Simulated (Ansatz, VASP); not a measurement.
# NaI: VASP beside Ansatz

```
CELL_PARAMETERS angstrom
0.00000 3.04557 3.65468
3.04557 0.00000 3.65468
3.04557 3.04557 0.00000
ATOMIC_POSITIONS crystal
Na 0.00000 0.00000 0.00000
I 0.50000 0.50000 0.50000
```

Alike in both runs: task single point; functional PBE; k mesh 8 × 8 × 8; occupations gaussian, width 0.05 eV; no spin polarisation.

|  | VASP | Ansatz |
| --- | --- | --- |
| version | VASP 6.6.1 | Ansatz 0.2.0 |
| potentials or method | VASP PAW PBE potentials, release 64 (Na_pv, I) | scalar-relativistic, plane waves, PAW |
| plane-wave cutoff (eV) | 520 | 420 |
| valence electrons in the cell | 14 | 26 |

VASP gave:

* gap on the k mesh at the Fermi level (eV): 3.72
* least direct gap on the mesh (eV): 3.72
* pressure (GPa): 1.7
* largest component of the traceless stress (GPa): 2.67

Question: Estimate Ansatz's values.

Answer: gap on the k mesh at the Fermi level (eV): 3.72; least direct gap on the mesh (eV): 3.72; pressure (GPa): 1.7; largest component of the traceless stress (GPa): 2.65.

The two sets of potentials don't hold the same shells in valence.

Caveats: spin-orbit coupling is left out, which moves the levels of the heavy elements. Expect the measured gap to be larger: semilocal functionals such as PBE lack the derivative discontinuity.
